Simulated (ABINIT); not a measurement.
**Sb in ABINIT: convergence with smearing width**

The system is Sb.

```
Sb
1.0
     2.15420    1.24373    3.75800
    -2.15420    1.24373    3.75800
     0.00000   -2.48746    3.75800
Sb
2
Cartesian
  0.0000 0.0000 8.6416
  0.0000 0.0000 2.6324
```

* Program: ABINIT 10.8.3 (patched build)
* Task: single point
* Functional: PBEsol
* Potentials or basis: JTH PAW PBE v2.0 sp
* Cutoff: 408 eV
* k mesh: 8 × 8 × 8
* Occupations: fermi-dirac, width 0.272 eV
* Spin: no spin polarisation

These are the settings of the first run; the series varies smearing width, with any setting tied to it.

Hardware: 1 thread of Arm Neoverse V2, on a shared host.

```tsv
smearing width	energy less the tightest run, at zero smearing (meV/atom)	pressure (GPa)	largest force (eV/Å)	SCF cycles	CPU time (s)	peak memory (GiB)
0.272 eV	9.64	0.32	0.304	8	16	0.11
0.2 eV	3.42	0.24	0.241	8	16	0.11
0.136 eV	0.33	0.22	0.198	8	16	0.11
0.1 eV	-0.22	0.22	0.181	8	16	0.11
0.05 eV	-0.15	0.23	0.160	8	16	0.11
0.025 eV	-0.04	0.24	0.149	8	16	0.11
0.01 eV	0.00	0.25	0.141	8	16	0.11
```

Against the tightest run, the energy stays within 1 meV/atom from 0.136 eV on; the pressure stays within 0.1 GPa from 0.272 eV on. Not settled before the last step: the largest force (to 0.005 eV/Å). Narrower smearing needs a denser k mesh, so at a fixed mesh the narrowest width isn't the most accurate. The tightest run that finished is the yardstick and may itself not be fully converged.

Caveat, for the tightest run too: the PAW data sets were made with another functional, which shifts forces and pressure a little; this set keeps more shells in the core, which shifts pressures and gaps. Spin-orbit coupling is left out, which matters for the levels of Sb.
